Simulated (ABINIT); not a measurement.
# SnTe (Fm-3m) in ABINIT: single point with r2SCAN

Aim: the single point of SnTe with r2SCAN.

All numbers are computed with ABINIT 10.8.3 (patched build); they aren't measurements. Logs are shortened: lines on timing, memory, paths and dates and some standing lists are left out, and cuts for length are marked. The log counts tension as positive stress, the text compression.

**1. The crystal as given**

It takes space group Fm-3m (No. 225, cubic). The conventional cell has a = 6.302 Å, b = 6.302 Å, c = 6.302 Å, α = 90.00°, β = 90.00°, γ = 90.00°. Around Te (site symmetry m-3m) lie 6 Sn at 3.15 Å. Around Sn (site symmetry m-3m) lie 6 Te at 3.15 Å.

**2. Single point, r2SCAN**

run.abi

```
# Pseudopotentials
pp_dirpath "./"
pseudos "Te.GGA_PBE-JTH.xml, Sn.GGA_PBE-JTH.xml"

# Structure
acell 4.455974803 4.455974803 4.455974803 Angstrom
rprim
     0.0000000000     0.7071067812     0.7071067812
     0.7071067812     0.0000000000     0.7071067812
     0.7071067812     0.7071067812     0.0000000000
ntypat 2
znucl 52 50
natom 2
typat 1 2
xred
     0.5000000000     0.5000000000     0.5000000000
     0.0000000000     0.0000000000     0.0000000000

# Plane-wave basis
ecut 18.0
pawecutdg 36.0

# k points
kptopt 1
ngkpt 9 9 9
nshiftk 1
shiftk 0.0 0.0 0.0

# Exchange and correlation
ixc -497498
usekden 1
pawxcdev 0

# Bands and occupations
nband 14
occopt 3
tsmear 0.05 eV

# SCF cycle
nstep 100
tolvrs 1.0e-7

# Output
iomode 3
prtwf 0
prtden 0
prteig 0
prtebands 0
enunit 1
```

Potentials or basis: JTH PAW PBE v2.0.

Launch:

```console
> abinit run.abi > log 2>&1
```

run.abo:

```text
.Version 10.8.3 of ABINIT
 Symmetries : space group Fm -3 m (#225); Bravais cF (face-center cubic)
================================================================================
 Values of the parameters that define the memory need of the present run
     intxc =       0    ionmov =       0      iscf =      17    lmnmax =      18
     lnmax =       6     mgfft =      36  mpssoang =       3    mqgrid =    3001
     natom =       2  nloc_mem =       2    nspden =       1   nspinor =       1
    nsppol =       1      nsym =      48    n1xccc =       1    ntypat =       2
    occopt =       3   xclevel =       2
       mpw =        1558          nfft =       46656          nkpt =          35
 PAW method is used; the additional fine FFT grid is defined by:
   mgfftf=        48    nfftf =    110592
================================================================================
================================================================================

--------------------------------------------------------------------------------
------------- Echo of variables that govern the present computation ------------
--------------------------------------------------------------------------------
 -outvars: echo values of preprocessed input variables --------
            acell      8.4205720016E+00  8.4205720016E+00  8.4205720016E+00 Bohr
              amu      1.27600000E+02  1.18710000E+02
             ecut      1.80000000E+01 Hartree
           enunit           1
              ixc     -497498
         kptrlatt        9    0    0      0    9    0      0    0    9
          kptrlen      7.57851480E+01
            natom           2
            nband          14
            ngfft          36      36      36
          ngfftdg          48      48      48
             nkpt          35
            nstep         100
             nsym          48
           ntypat           2
           occopt           3
        pawecutdg      3.60000000E+01 Hartree
         pawxcdev           0
           prtden           0
        prtebands           0
           prteig           0
          prtkden           1
            prtwf           0
            rprim      0.0000000000E+00  7.0710678120E-01  7.0710678120E-01
                       7.0710678120E-01  0.0000000000E+00  7.0710678120E-01
                       7.0710678120E-01  7.0710678120E-01  0.0000000000E+00
          spgroup         225
           tolvrs      1.00000000E-07
           tsmear      1.83746611E-03 Hartree
            typat      1  2
          usekden           1
           useylm           1
           xangst      3.1508500001E+00  3.1508500001E+00  3.1508500001E+00
                       0.0000000000E+00  0.0000000000E+00  0.0000000000E+00
            xcart      5.9542435639E+00  5.9542435639E+00  5.9542435639E+00
                       0.0000000000E+00  0.0000000000E+00  0.0000000000E+00
             xred      5.0000000000E-01  5.0000000000E-01  5.0000000000E-01
                       0.0000000000E+00  0.0000000000E+00  0.0000000000E+00
            znucl       52.00000   50.00000

================================================================================

 chkinp: Checking input parameters for consistency.

================================================================================
== DATASET  1 ==================================================================

--- !DatasetInfo
iteration_state: {dtset: 1, }
dimensions: {natom: 2, nkpt: 35, mband: 14, nsppol: 1, nspinor: 1, nspden: 1, mpw: 1558, }
cutoff_energies: {ecut:  18.0, pawecutdg:  36.0, }
electrons: {nelect:   2.00000000E+01, charge:   0.00000000E+00, occopt:   3.00000000E+00, tsmear:   1.83746611E-03, }
meta: {optdriver: 0, ionmov: 0, optcell: 0, iscf: 17, paral_kgb: 0, }
...

 Real(R)+Recip(G) space primitive vectors, cartesian coordinates (Bohr,Bohr^-1):
 R(1)=  0.0000000  5.9542436  5.9542436  G(1)= -0.0839737  0.0839737  0.0839737
 R(2)=  5.9542436  0.0000000  5.9542436  G(2)=  0.0839737 -0.0839737  0.0839737
 R(3)=  5.9542436  5.9542436  0.0000000  G(3)=  0.0839737  0.0839737 -0.0839737
 Unit cell volume ucvol=  4.2219179E+02 bohr^3
 Angles (23,13,12)=  6.00000000E+01  6.00000000E+01  6.00000000E+01 degrees

 Coarse grid specifications (used for wave-functions):

 getcut: wavevector=  0.0000  0.0000  0.0000  ngfft=  36  36  36
         ecut(hartree)=     18.000   => boxcut(ratio)=   2.23851

 getcut : COMMENT -
  Note that boxcut > 2.2 ; recall that boxcut=Gcut(box)/Gcut(sphere) = 2
  is sufficient for exact treatment of convolution.
  Such a large boxcut is a waste : you could raise ecut
  e.g. ecut=   22.549223 Hartrees makes boxcut=2

 Fine grid specifications (used for densities):

 getcut: wavevector=  0.0000  0.0000  0.0000  ngfft=  48  48  48
         ecut(hartree)=     36.000   => boxcut(ratio)=   2.11049

--- Pseudopotential description ------------------------------------------------
- pspini: atom type   1  psp file is ./Te.GGA_PBE-JTH.xml
 Pseudopotential format is: paw10
 basis_size (lnmax)=  4 (lmn_size=  8), orbitals=   0   0   1   1
 Spheres core radius: rc_sph= 2.31107438
 Shapefunction is SIN type: shapef(r)=[sin(pi*r/rshp)/(pi*r/rshp)]**2
 Radius for shape functions =  2.10488624
 Compensation charge density is not taken into account in XC energy/potential

- pspini: atom type   2  psp file is ./Sn.GGA_PBE-JTH.xml
 Pseudopotential format is: paw10
 basis_size (lnmax)=  6 (lmn_size= 18), orbitals=   0   0   1   1   2   2
 Spheres core radius: rc_sph= 2.51086398
 Shapefunction is BESSEL type: shapef(r,l)=aa(1,l)*jl(q(1,l)*r)+aa(2,l)*jl(q(2,l)*r)
 Radius for shape functions =  1.40702157
 Compensation charge density is not taken into account in XC energy/potential

   2.71771569E+03                                ecore*ucvol(ha*bohr**3)
--------------------------------------------------------------------------------

================================================================================

--- !BeginCycle
iteration_state: {dtset: 1, }
solver: {iscf: 17, nstep: 100, nline: 4, wfoptalg: 10, }
tolerances: {tolvrs: 1.00E-07, }
...

     iter   Etot(hartree)      deltaE(h)  residm     nres2
 ETOT  1  -35.749423778657    -3.575E+01 1.805E-01 7.429E-01
 ETOT  2  -35.680452717497     6.897E-02 3.945E-02 3.647E-01
 ETOT  3  -35.679860396901     5.923E-04 2.703E-03 1.076E-01
 ETOT  4  -35.679902699092    -4.230E-05 9.138E-04 2.796E-03
 ETOT  5  -35.679927543589    -2.484E-05 1.112E-04 6.291E-04
 ETOT  6  -35.679927037238     5.064E-07 9.510E-05 7.846E-06
 ETOT  7  -35.679927104276    -6.704E-08 9.002E-06 6.062E-07
 ETOT  8  -35.679927104435    -1.589E-10 1.156E-05 2.061E-08

 At SCF step    8       nres2   =  2.06E-08 < tolvrs=  1.00E-07 =>converged.

Result for kinetic energy density :

--------------------------------------------------------------------------------
 Total kinetic energy density [Ha/Bohr^3]
)     Maximum=    8.6378E-01  at reduced coord.    0.0625    0.9167    0.9792
)     Minimum=    1.2523E-03  at reduced coord.    0.2500    0.2500    0.2500
   Integrated=    1.4125E+01
--------------------------------------------------------------------------------

 Cartesian components of stress tensor (hartree/bohr^3)
  sigma(1 1)= -3.84906109E-05  sigma(3 2)=  0.00000000E+00
  sigma(2 2)= -3.84906109E-05  sigma(3 1)=  0.00000000E+00
  sigma(3 3)= -3.84906109E-05  sigma(2 1)=  0.00000000E+00

--- !ResultsGS
iteration_state: {dtset: 1, }
comment   : Summary of ground state results
lattice_vectors:
- [  0.0000000,   5.9542436,   5.9542436, ]
- [  5.9542436,   0.0000000,   5.9542436, ]
- [  5.9542436,   5.9542436,   0.0000000, ]
lattice_lengths: [   8.42057,    8.42057,    8.42057, ]
lattice_angles: [ 60.000,  60.000,  60.000, ] # degrees, (23, 13, 12)
lattice_volume:   4.2219179E+02
convergence: {deltae: -1.589E-10, res2:  2.061E-08, residm:  1.156E-05, diffor: null, }
etotal    :  -3.56799271E+01
entropy   :   0.00000000E+00
fermie    :  -2.35200592E-02
cartesian_stress_tensor: # hartree/bohr^3
- [ -3.84906109E-05,   0.00000000E+00,   0.00000000E+00, ]
- [  0.00000000E+00,  -3.84906109E-05,   0.00000000E+00, ]
- [  0.00000000E+00,   0.00000000E+00,  -3.84906109E-05, ]
pressure_GPa:   1.1324E+00
xred      :
- [  5.0000E-01,   5.0000E-01,   5.0000E-01, Te]
- [  0.0000E+00,   0.0000E+00,   0.0000E+00, Sn]
cartesian_forces: # hartree/bohr
- [ -0.00000000E+00,  -0.00000000E+00,  -0.00000000E+00, ]
- [ -0.00000000E+00,  -0.00000000E+00,  -0.00000000E+00, ]
force_length_stats: {min:   0.00000000E+00, max:   0.00000000E+00, mean:   0.00000000E+00, }
...

 Integrated electronic density in atomic spheres:
 ------------------------------------------------
 Atom  Sphere_radius  Integrated_density
    1        2.31107          3.12968398
    2        2.51086         11.78497284

================================================================================

 ----iterations are completed or convergence reached----

 Mean square residual over all n,k,spin=   68.389E-09; max=  11.557E-06
 reduced coordinates (array xred) for    2 atoms
       0.500000000000      0.500000000000      0.500000000000
       0.000000000000      0.000000000000      0.000000000000
 rms dE/dt=  0.0000E+00; max dE/dt=  0.0000E+00; dE/dt below (all hartree)
    1       0.000000000000      0.000000000000      0.000000000000
    2       0.000000000000      0.000000000000      0.000000000000

 cartesian coordinates (angstrom) at end:
    1      3.15085000005763     3.15085000005763     3.15085000005763
    2      0.00000000000000     0.00000000000000     0.00000000000000

 cartesian forces (hartree/bohr) at end:
    1     -0.00000000000000    -0.00000000000000    -0.00000000000000
    2     -0.00000000000000    -0.00000000000000    -0.00000000000000
 frms,max,avg= 0.0000000E+00 0.0000000E+00   0.000E+00  0.000E+00  0.000E+00 h/b

 cartesian forces (eV/Angstrom) at end:
    1     -0.00000000000000    -0.00000000000000    -0.00000000000000
    2     -0.00000000000000    -0.00000000000000    -0.00000000000000
 frms,max,avg= 0.0000000E+00 0.0000000E+00   0.000E+00  0.000E+00  0.000E+00 e/A
 length scales=  8.420572001616  8.420572001616  8.420572001616 bohr
              =  4.455974803000  4.455974803000  4.455974803000 angstroms
 Fermi (or HOMO) energy (eV) =  -0.64001   Average Vxc (eV)= -10.09903
 Eigenvalues (   eV  ) for nkpt=  35  k points:
 kpt#   1, nband= 14, wtk=  0.00137, kpt=  0.0000  0.0000  0.0000 (reduced coord)
 -23.47027  -23.47027  -23.46334  -23.46334  -23.46334  -14.21236   -5.44605   -3.19100
  -3.19100   -3.19100    2.82790    2.82790    2.82790    4.31515
 prteigrs : prtvol=0 or 1, do not print more k-points.

--- !EnergyTerms
iteration_state     : {dtset: 1, }
comment             : Components of total free energy in Hartree
kinetic             :  1.41247154272173E+01
hartree             :  2.91570002851848E+01
xc                  : -1.04848695991224E+01
Ewald energy        : -5.23476707185128E+01
psp_core            :  6.43715902776218E+00
local_psp           : -7.89488126152124E+01
PAW spherical_terms :  5.63824486340505E+01
internal            : -3.56800295586328E+01
'-kT*entropy'       : -7.09857293549782E-06
total_energy        : -3.56800366572058E+01
total_energy_eV     : -9.70903258749987E+02
...

--- !EnergyTermsDC
iteration_state     : {dtset: 1, }
comment             : '"Double-counting" decomposition of free energy'
band_energy         : -1.10203426827849E+01
Ewald energy        : -5.23476707185128E+01
psp_core            :  6.43715902776218E+00
xc_dc               : -3.19250966716813E+01
PAW spherical_terms :  5.31760310393545E+01
internal            : -3.56799200058623E+01
'-kT*entropy'       : -7.09857293549782E-06
total_energy_dc     : -3.56799271044352E+01
total_energy_dc_eV  : -9.70900277667233E+02
...

--- !EnergyTermsWithPAWCore
iteration_state     : {dtset: 1, }
comment             : 'Components of total free energy, including PAW core contributions'
Total energy        : -1.29730377659147E+04
Total energy DC     : -1.29730376563619E+04
Total energy (eV)   : -3.53014341432003E+05
Total energy DC (eV): -3.53014338450920E+05
...

 Cartesian components of stress tensor (hartree/bohr^3)
  sigma(1 1)= -3.84906109E-05  sigma(3 2)=  0.00000000E+00
  sigma(2 2)= -3.84906109E-05  sigma(3 1)=  0.00000000E+00
  sigma(3 3)= -3.84906109E-05  sigma(2 1)=  0.00000000E+00

-Cartesian components of stress tensor (GPa)         [Pressure=  1.1324E+00 GPa]
- sigma(1 1)= -1.13243287E+00  sigma(3 2)=  0.00000000E+00
- sigma(2 2)= -1.13243287E+00  sigma(3 1)=  0.00000000E+00
- sigma(3 3)= -1.13243287E+00  sigma(2 1)=  0.00000000E+00

== END DATASET(S) ==============================================================
================================================================================

 -outvars: echo values of variables after computation  --------
            acell      8.4205720016E+00  8.4205720016E+00  8.4205720016E+00 Bohr
           etotal     -3.5679927104E+01
            fcart     -0.0000000000E+00 -0.0000000000E+00 -0.0000000000E+00
                      -0.0000000000E+00 -0.0000000000E+00 -0.0000000000E+00
            rprim      0.0000000000E+00  7.0710678120E-01  7.0710678120E-01
                       7.0710678120E-01  0.0000000000E+00  7.0710678120E-01
                       7.0710678120E-01  7.0710678120E-01  0.0000000000E+00
           strten     -3.8490610857E-05 -3.8490610857E-05 -3.8490610857E-05
                       0.0000000000E+00  0.0000000000E+00  0.0000000000E+00
           xangst      3.1508500001E+00  3.1508500001E+00  3.1508500001E+00
                       0.0000000000E+00  0.0000000000E+00  0.0000000000E+00
             xred      5.0000000000E-01  5.0000000000E-01  5.0000000000E-01
                       0.0000000000E+00  0.0000000000E+00  0.0000000000E+00
 Calculation completed.
```

Wall time 92 s (1 thread of Arm Neoverse V1, shared host); peak memory 0.16 GiB.

What came out:

```
Free energy                                           : -970.9003 eV
Valence electrons inside the program's atomic spheres : Te 3.13; Sn 11.79
```

Levels at points of the mesh, in eV from the Fermi level:
```
           k point  band 8  band 9  band 10  band 11  band 12  band 13
(0.00, 0.00, 0.00)   -2.55   -2.55    -2.55     3.47     3.47     3.47
```

Caveat: the cutoff is too short for stress, so the log's stress isn't used; this odd mesh misses L, where the gap lies, so gap, dielectric constants and Born charges aren't listed; totals of a meta-GGA on PAW files have another zero than those of a GGA; the PAW data sets were made with another functional, which shifts forces and pressure a little. The run has no spin-orbit coupling, so splittings on Te are missing.
